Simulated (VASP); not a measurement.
# BeS in VASP: one cell, several levels of theory

Zincblende BeS, under -1.6 % equal strain in all directions is computed at one geometry. Runs: PBE, r2SCAN. The results are then set beside those of Ansatz 0.2.0 for the same cell.

Program: VASP 6.6.1. PAW datasets, plane waves. Spin-unpolarised throughout; all numbers are computed.

## Step 1: The system as given

The cell comes from an earlier relaxation with r2SCAN in another program.

The symmetry is F-43m (No. 216, cubic); a = 4.790 Å in the conventional setting, 13.74 Å³ an atom. Be has 4 S at 2.07 Å; S has 4 Be at 2.07 Å.

The structure in full:

```cif
data_structure
_symmetry_space_group_name_H-M 'F-43m'
_symmetry_Int_Tables_number 216
_cell_length_a 4.7902
_cell_length_b 4.7902
_cell_length_c 4.7902
_cell_angle_alpha 90.000
_cell_angle_beta 90.000
_cell_angle_gamma 90.000
_cell_volume 109.92
loop_
_atom_site_label
_atom_site_type_symbol
_atom_site_symmetry_multiplicity
_atom_site_Wyckoff_symbol
_atom_site_fract_x
_atom_site_fract_y
_atom_site_fract_z
_atom_site_occupancy
Be1 Be 4 a 0.00000 0.00000 0.00000 1
S1 S 4 d 0.25000 0.25000 0.75000 1
```

## Step 2: PBE at this geometry

Contents of INCAR:

```
ENCUT = 520.000000
SIGMA = 0.020000
EDIFF = 1.00e-07
GGA = PE
PREC = Accurate
IBRION = -1
ISIF = 2
ISMEAR = -1
NBANDS = 11
NELM = 120
NSW = 0
LASPH = .TRUE.
LCHARG = .TRUE.
LELF = .TRUE.
LWAVE = .FALSE.
LREAL = .FALSE.
```

Contents of KPOINTS:

```
KPOINTS created by Atomic Simulation Environment
0
Gamma
10 10 10
0 0 0
```

Contents of KPOINTS_OPT:

```
special points
8
Reciprocal
0.0000000000 0.0000000000 0.0000000000 1
-0.5000000000 -0.5000000000 0.0000000000 1
-0.3750000000 -0.3750000000 0.2500000000 1
-0.3750000000 0.0000000000 0.3750000000 1
0.0000000000 0.0000000000 0.5000000000 1
-0.5000000000 -0.2500000000 0.2500000000 1
-0.0375000000 0.0000000000 0.0375000000 1
0.0000000000 0.5000000000 0.5000000000 1
```

Contents of POSCAR:

```
Be S
 1.0000000000000000
     0.0000000000000000    2.3951139000000001    2.3951139000000001
     2.3951139000000001    0.0000000000000000    2.3951139000000001
     2.3951139000000001    2.3951139000000001    0.0000000000000000
 Be  S
   1   1
Cartesian
  0.0000000000000000  0.0000000000000000  0.0000000000000000
  1.1975569500000001  1.1975569500000001  1.1975569500000001
```

The run uses the recommended PBE PAW datasets (8 valence electrons a neutral cell).

The run is started by

```console
> mpirun -np 1 vasp_std
```

Printed to the terminal (iteration lines stand in OSZICAR):

```text
POSCAR found type information on POSCAR BeS
 POSCAR found :  2 types and       2 ions
 LDA part: xc-table for (Slater+PW92), standard interpolation
 POSCAR, INCAR and KPOINTS ok, starting setup
 FFT: planning ... GRIDC
 FFT: planning ... GRID_SOFT
 FFT: planning ... GRID
 WAVECAR not read
 entering main loop
 Start KPOINTS_OPT (optional k-point list driver)
k-point batch [1-8\8]
```

OSZICAR:

```text
N       E                     dE             d eps       ncg     rms          rms(c)
DAV:   1     0.189671229475E+02    0.18967E+02   -0.38063E+03  1034   0.622E+02
DAV:   2    -0.911865499007E+01   -0.28086E+02   -0.27008E+02  1371   0.115E+02
DAV:   3    -0.101787418349E+02   -0.10601E+01   -0.10582E+01  1358   0.221E+01
DAV:   4    -0.101845832550E+02   -0.58414E-02   -0.58404E-02  1277   0.193E+00
DAV:   5    -0.101846281808E+02   -0.44926E-04   -0.44925E-04  1333   0.159E-01    0.598E+00
DAV:   6    -0.100350530073E+02    0.14958E+00   -0.11373E-01  1221   0.168E+00    0.405E+00
DAV:   7    -0.998719466544E+01    0.47858E-01   -0.13415E-01  1317   0.195E+00    0.966E-01
DAV:   8    -0.998828430292E+01   -0.10896E-02   -0.66906E-03  1301   0.438E-01    0.156E-01
DAV:   9    -0.998837010332E+01   -0.85800E-04   -0.48577E-04  1284   0.142E-01    0.343E-02
DAV:  10    -0.998839645613E+01   -0.26353E-04   -0.54557E-05  1290   0.401E-02    0.105E-02
DAV:  11    -0.998840367030E+01   -0.72142E-05   -0.16173E-05  1221   0.222E-02    0.838E-03
DAV:  12    -0.998840389825E+01   -0.22795E-06   -0.34321E-07  1290   0.421E-03    0.288E-03
DAV:  13    -0.998840403740E+01   -0.13914E-06   -0.11012E-07  1154   0.176E-03    0.314E-03
DAV:  14    -0.998840399002E+01    0.47375E-07   -0.78726E-09   604   0.466E-04
   1 F= -.99884040E+01 E0= -.99884040E+01  d E =-.776517E-11
       N       E                     dE             ncg
DAV:   1     0.741914302494E+03   -0.19526E+04      176
DAV:   2     0.517840294082E+03   -0.22407E+03      246
DAV:   3     0.510778427039E+03   -0.70619E+01      242
DAV:   4     0.510747132461E+03   -0.31295E-01      239
DAV:   5     0.510746877683E+03   -0.25478E-03      223
DAV:   6     0.510746874448E+03   -0.32346E-05      230
DAV:   7     0.510746874412E+03   -0.35940E-07      255
```

The lines after F= are the extra pass for the points of KPOINTS_OPT, at fixed density; their E is not a total energy.

OUTCAR, selected sections:

```text
k-points           NKPTS =     47   k-points in BZ     NKDIM =     47   number of bands    NBANDS=     11

   NELECT =       8.0000    total number of electrons

   dimension x,y,z NGX =    28 NGY =   28 NGZ =   28
   dimension x,y,z NGXF=    56 NGYF=   56 NGZF=   56

  energy-cutoff  :      520.00
  volume of cell :       27.48
      direct lattice vectors                 reciprocal lattice vectors
     0.000000000  2.395113900  2.395113900    -0.208758339  0.208758339  0.208758339
     2.395113900  0.000000000  2.395113900     0.208758339 -0.208758339  0.208758339
     2.395113900  2.395113900  0.000000000     0.208758339  0.208758339 -0.208758339

 k-points in reciprocal lattice and weights: KPOINTS created by Atomic Simulation Env
   0.00000000  0.00000000  0.00000000       0.001
   0.10000000  0.00000000  0.00000000       0.008
   0.20000000  0.00000000  0.00000000       0.008
   0.30000000  0.00000000  0.00000000       0.008
   0.40000000  0.00000000  0.00000000       0.008
   0.50000000  0.00000000  0.00000000       0.004
   0.10000000  0.10000000  0.00000000       0.006
   0.20000000  0.10000000  0.00000000       0.024
[... 39 more k-points ...]

 E-fermi :   4.9594

 k-point     1 :       0.0000    0.0000    0.0000
  band No.  band energies     occupation
      1      -9.3815      2.00000
      2       4.5676      2.00000
      3       4.5676      2.00000
      4       4.5676      2.00000
      5      10.2187      0.00000
      6      10.2187      0.00000
      7      10.2187      0.00000
      8      10.7739      0.00000
      9      17.4533      0.00000
     10      17.4533      0.00000
     11      19.7298      0.00000

 k-point     2 :       0.1000    0.0000    0.0000
  band No.  band energies     occupation
      1      -9.2615      2.00000
      2       3.7138      2.00000
      3       4.4263      2.00000
      4       4.4263      2.00000
      5      10.2502      0.00000
      6      10.4709      0.00000
      7      10.4709      0.00000
      8      11.6102      0.00000
      9      16.9276      0.00000
     10      16.9276      0.00000
     11      19.5770      0.00000

 k-point     3 :       0.2000    0.0000    0.0000
  band No.  band energies     occupation
      1      -8.9181      2.00000
      2       2.0144      2.00000
      3       4.1073      2.00000
      4       4.1073      2.00000
      5      10.2454      0.00000
      6      10.9737      0.00000
      7      10.9737      0.00000
      8      13.3005      0.00000
      9      16.4205      0.00000
     10      16.4205      0.00000
     11      19.1764      0.00000

 k-point     4 :       0.3000    0.0000    0.0000
  band No.  band energies     occupation
      1      -8.4138      2.00000
      2       0.3179      2.00000
      3       3.7829      2.00000
      4       3.7829      2.00000
      5      10.2207      0.00000
      6      11.2312      0.00000
      7      11.2312      0.00000
      8      14.8418      0.00000
      9      16.8914      0.00000
     10      16.8914      0.00000
     11      19.0037      0.00000

 k-point     5 :       0.4000    0.0000    0.0000
  band No.  band energies     occupation
      1      -7.9018      2.00000
      2      -0.9652      2.00000
      3       3.5593      2.00000
      4       3.5593      2.00000
      5      10.1935      0.00000
      6      11.1792      0.00000
      7      11.1792      0.00000
      8      15.7217      0.00000
      9      18.3550      0.00000
     10      18.3550      0.00000
     11      19.4818      0.00000

 k-point     6 :       0.5000    0.0000    0.0000
  band No.  band energies     occupation
      1      -7.6662      2.00000
      2      -1.4651      2.00000
      3       3.4809      2.00000
      4       3.4809      2.00000
      5      10.1816      0.00000
      6      11.1182      0.00000
      7      11.1182      0.00000
      8      15.9493      0.00000
      9      19.6806      0.00000
     10      19.6806      0.00000
     11      20.1036      0.00000

 k-point     7 :       0.1000    0.1000    0.0000
  band No.  band energies     occupation
      1      -9.2215      2.00000
      2       3.9001      2.00000
      3       4.1406      2.00000
      4       4.1406      2.00000
      5       9.8967      0.00000
      6      10.8882      0.00000
      7      10.8882      0.00000
      8      11.5841      0.00000
      9      15.9730      0.00000
     10      17.6745      0.00000
     11      20.0405      0.00000

 k-point     8 :       0.2000    0.1000    0.0000
  band No.  band energies     occupation
      1      -8.9523      2.00000
      2       2.5459      2.00000
      3       3.7459      2.00000
      4       3.9804      2.00000
      5       9.9477      0.00000
      6      11.1762      0.00000
      7      11.5504      0.00000
      8      12.6130      0.00000
      9      15.4453      0.00000
     10      17.5647      0.00000
     11      20.0937      0.00000

 k-point     9 :       0.3000    0.1000    0.0000
  band No.  band energies     occupation
      1      -8.4985      2.00000
      2       0.8869      2.00000
      3       3.4179      2.00000
      4       3.6518      2.00000
      5      10.2011      0.00000
      6      11.3213      0.00000
      7      11.9443      0.00000
      8      13.3676      0.00000
      9      16.4072      0.00000
     10      17.8294      0.00000
     11      19.7036      0.00000

 k-point    10 :       0.4000    0.1000    0.0000
  band No.  band energies     occupation
      1      -7.9757      2.00000
      2      -0.5171      2.00000
      3       3.2465      2.00000
      4       3.2780      2.00000
      5      10.2998      0.00000
      6      11.2903      0.00000
      7      11.8714      0.00000
      8      14.4820      0.00000
      9      17.7451      0.00000
     10      19.0053      0.00000
     11      19.7091      0.00000

 k-point    11 :       0.5000    0.1000    0.0000
  band No.  band energies     occupation
      1      -7.6233      2.00000
      2      -1.2894      2.00000
      3       2.9906      2.00000
      4       3.2603      2.00000
      5      10.3725      0.00000
      6      11.2238      0.00000
      7      11.6371      0.00000
      8      15.7332      0.00000
      9      18.3546      0.00000
     10      19.6790      0.00000
     11      20.4202      0.00000

[... the tables of k-points 12 to 47 left out ...]

  Total        0.9401094      0.9401094      0.9401094      0.0000000      0.0000000      0.0000000
  in kB       54.8126053     54.8126053     54.8126053      0.0000000      0.0000000      0.0000000
  external PRESSURE =      54.8126053 kB  Pullay stress =       0.0000000 kB

 POSITION                                       TOTAL-FORCE (eV/Angst)
 -----------------------------------------------------------------------------------
      0.00000      0.00000      0.00000         0.000000      0.000000      0.000000
      1.19756      1.19756      1.19756        -0.000000     -0.000000     -0.000000
 -----------------------------------------------------------------------------------
    total drift:                                0.000000      0.000000      0.000000

  FREE ENERGIE OF THE ION-ELECTRON SYSTEM (eV)
  ---------------------------------------------------
  free  energy   TOTEN  =        -9.9884039900 eV

  energy  without entropy=       -9.9884039900  energy(sigma->0) =       -9.98840399
```

Hardware: 1 MPI rank of Intel Xeon Platinum 8488C, shared host.

The levels at the points of KPOINTS_OPT are read from vasprun.xml.

Levels at the named points, in eV from the top of band v (v: the last filled band by count, c: the next):

| point | v−1 | v | c | c+1 |
| --- | --- | --- | --- | --- |
| Γ | 0.00 | 0.00 | 5.65 | 5.65 |
| X | -2.77 | -2.77 | 3.02 | 4.88 |
| U | -4.31 | -2.30 | 4.32 | 7.58 |
| K | -4.31 | -2.30 | 4.32 | 7.58 |
| L | -1.09 | -1.09 | 5.61 | 6.55 |
| W | -4.07 | -3.53 | 6.50 | 8.10 |

The PBE gap is 3.02 eV and indirect (Γ to X), with 5.65 eV as the least direct one. Pressure: 5.48 GPa; the forces vanish within 0.01 eV/Å.

The maps below are laid out on this run's own conventional cell (a, b, c = 4.790, 4.790, 4.790 Å).

Density in a lattice plane of the grid's cell (edges 4.79 and 4.79 Å, at 0.000 of the third edge), which holds Be.

Values in e/Å³, 12 rows by 12 columns:
```
0.17 0.23 0.24 0.18 0.11 0.06 0.05 0.06 0.11 0.18 0.24 0.23
0.21 0.24 0.27 0.25 0.18 0.11 0.09 0.11 0.18 0.25 0.27 0.24
0.15 0.18 0.25 0.29 0.25 0.18 0.15 0.18 0.25 0.29 0.25 0.18
0.09 0.11 0.18 0.25 0.27 0.24 0.21 0.24 0.27 0.25 0.18 0.11
0.05 0.06 0.11 0.18 0.24 0.23 0.17 0.23 0.24 0.18 0.11 0.06
0.03 0.05 0.09 0.15 0.21 0.17 0.05 0.17 0.21 0.15 0.09 0.05
0.05 0.06 0.11 0.18 0.24 0.23 0.17 0.23 0.24 0.18 0.11 0.06
0.09 0.11 0.18 0.25 0.27 0.24 0.21 0.24 0.27 0.25 0.18 0.11
0.15 0.18 0.25 0.29 0.25 0.18 0.15 0.18 0.25 0.29 0.25 0.18
0.21 0.24 0.27 0.25 0.18 0.11 0.09 0.11 0.18 0.25 0.27 0.24
0.17 0.23 0.24 0.18 0.11 0.06 0.05 0.06 0.11 0.18 0.24 0.23
0.05 0.17 0.21 0.15 0.09 0.05 0.03 0.05 0.09 0.15 0.21 0.17
```
Columns run along the first of these edges and rows up along the second, over one cell in 12 and 12 even steps from the bottom left corner. Atoms in the plane (fractional): Be at (0.00, 0.00), Be at (0.50, 0.50).

ELF in the same plane.

Ten even steps from '0' (0.00) to '9' (0.70):
```
001354321100000112344310
124677653210001235677642
346899875421012457899864
346899987632123678999864
235799999753235799999753
123678999864346899987632
012457899864346899875421
001235677642124677653210
000112344310001354321100
000011233200000233211000
000112344310001354321100
001235677642124677653210
012457899864346899875421
123678999864346899987632
235799999753235799999753
346899987632123678999864
346899875421012457899864
124677653210001235677642
001354321100000112344310
000233211000000011233200
```
Columns run along the first of these edges and rows up along the second, over one cell in 24 and 20 even steps from the bottom left corner. Atoms in the plane (fractional): Be at (0.00, 0.00), Be at (0.50, 0.50).

Both are smooth fields of the valence electrons: close to the nuclei they are not physical.

Outside the cores ELF peaks at 0.93 on the S–Be line, 0.9 Å from S.

(Part 1 of 2 ends here.)
